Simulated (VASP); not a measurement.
# HgTe in VASP 6.6.1, single-point calculation

INCAR

```
NELM = 120
ISMEAR = -1
LWAVE = .FALSE.
NBANDS = 16
ISIF = 2
NSW = 0
ENCUT = 520
ISYM = -1
SIGMA = 0.02
LCHARG = .FALSE.
IBRION = -1
LASPH = .TRUE.
LREAL = .FALSE.
EDIFF = 1E-8
MAGMOM = -1 1
ISPIN = 2
PREC = Accurate
GGA = CA
```

KPOINTS

```
KPOINTS created by Atomic Simulation Environment
0
Gamma
4 4 4
0 0 0
```

POSCAR

```
Hg Te
 1.0000000000000000
     0.0000000000000000    3.0434522883094655    3.0434522883094655
     3.0434522883094659    0.0000000000000000    3.0434522883094655
     3.0434522883094659    3.0434522883094655   -0.0000000000000000
 Hg  Te
   1   1
Cartesian
 -0.0000000000000000 -0.0000000000000000  0.0000000000000000
  3.0434522883094655  3.0434522883094659  3.0434522883094663
```

The recommended LDA PAW datasets give the neutral cell 18 valence electrons.

Command

```
mpirun -np 1 vasp_std
```

OSZICAR

```
N       E                     dE             d eps       ncg     rms          rms(c)
DAV:   1     0.105207854808E+03    0.10521E+03   -0.82914E+03  4144   0.100E+03
DAV:   2    -0.121499379851E+01   -0.10642E+03   -0.98691E+02  4872   0.232E+02
DAV:   3    -0.474074156367E+01   -0.35257E+01   -0.35132E+01  4960   0.432E+01
DAV:   4    -0.476686245987E+01   -0.26121E-01   -0.26119E-01  5608   0.356E+00
DAV:   5    -0.476721364166E+01   -0.35118E-03   -0.35118E-03  5184   0.336E-01    0.826E+00
DAV:   6    -0.467747924935E+01    0.89734E-01   -0.50993E-01  4936   0.885E+00    0.574E+00
DAV:   7    -0.467032604902E+01    0.71532E-02   -0.85998E-02  4888   0.195E+00    0.309E+00
DAV:   8    -0.466510625313E+01    0.52198E-02   -0.57501E-03  4912   0.700E-01    0.144E+00
DAV:   9    -0.466154922688E+01    0.35570E-02   -0.12090E-03  4920   0.348E-01    0.273E-01
DAV:  10    -0.466159985137E+01   -0.50624E-04   -0.21584E-04  5272   0.129E-01    0.118E-01
DAV:  11    -0.466160296802E+01   -0.31167E-05   -0.13643E-05  4816   0.320E-02    0.341E-02
DAV:  12    -0.466160541803E+01   -0.24500E-05   -0.36721E-06  4864   0.150E-02    0.175E-02
DAV:  13    -0.466160680721E+01   -0.13892E-05   -0.73905E-07  4536   0.746E-03    0.542E-03
DAV:  14    -0.466160704131E+01   -0.23410E-06   -0.13334E-07  4656   0.221E-03    0.315E-03
DAV:  15    -0.466160709803E+01   -0.56716E-07   -0.39547E-08  5008   0.192E-03    0.115E-03
DAV:  16    -0.466160711632E+01   -0.18295E-07   -0.33478E-09  2448   0.450E-04    0.115E-03
DAV:  17    -0.466160714227E+01   -0.25949E-07   -0.13280E-08  2888   0.116E-03    0.228E-04
DAV:  18    -0.466160714275E+01   -0.47476E-09   -0.20008E-09  2448   0.408E-04
   1 F= -.46616071E+01 E0= -.46579767E+01  d E =-.726092E-02  mag=     0.0001
```

It converged. Results: pressure -2.4 GPa; magnetic moment of the cell 0.00 μB.

These settings aren't sound, so the numbers aren't properties of the crystal.

On sound settings LDA gives a gap of -2.58 eV on its mesh and a pressure of -3.7 GPa for the intended cell.

The run took about 1.7 min on one core of a shared host (Intel Xeon Platinum 8488C) and held 0.23 GiB at most.
